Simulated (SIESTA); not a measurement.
# Al2Au: equation of state with PBEsol

The system is Al2Au.

```xyz
3
Lattice="0.0000 3.0000 3.0000 3.0000 0.0000 3.0000 3.0000 3.0000 0.0000" Properties=species:S:1:pos:R:3 pbc="T T T"
Au    0.0000    0.0000    0.0000
Al    4.5000    4.5000    4.5000
Al    1.5000    1.5000    1.5000
```

```json
{
  "Program": "SIESTA 5.4.2",
  "Task": "equation of state",
  "Functional": "PBEsol",
  "Potentials or basis": "PseudoDojo 0.4 standard (PBEsol files)",
  "Basis": "DZP (energy shift 0.003 Ry; two zetas on semicore shells)",
  "Grid cutoff": "800 Ry",
  "Energy shift": "0.003 Ry",
  "k mesh": "8 × 8 × 8",
  "Occupations": "fermi-dirac, width 0.05 eV",
  "Spin": "no spin polarisation"
}
```

```
Equilibrium volume                      : 18.05 Å³/atom
Bulk modulus                            : 115 GPa
Pressure derivative of the bulk modulus : 5.0
```

Energy against volume, from the lowest point:
```tsv
volume (Å³/atom)	energy (meV/atom)
16.920	28.99
17.280	12.92
17.640	3.49
18.000	0.00
18.360	1.81
18.720	8.27
19.080	18.84
```

All runs of the series together: 8.6 min on 1 thread of AMD EPYC 9R45 96-Core Processor (Zen 5) (shared host).

Caveat: short orbitals over semicore shells can move pressures by several GPa; the basis of atomic orbitals isn't converged, which shifts pressures, moduli and gaps. The run has no spin-orbit coupling, so splittings on Au are missing.
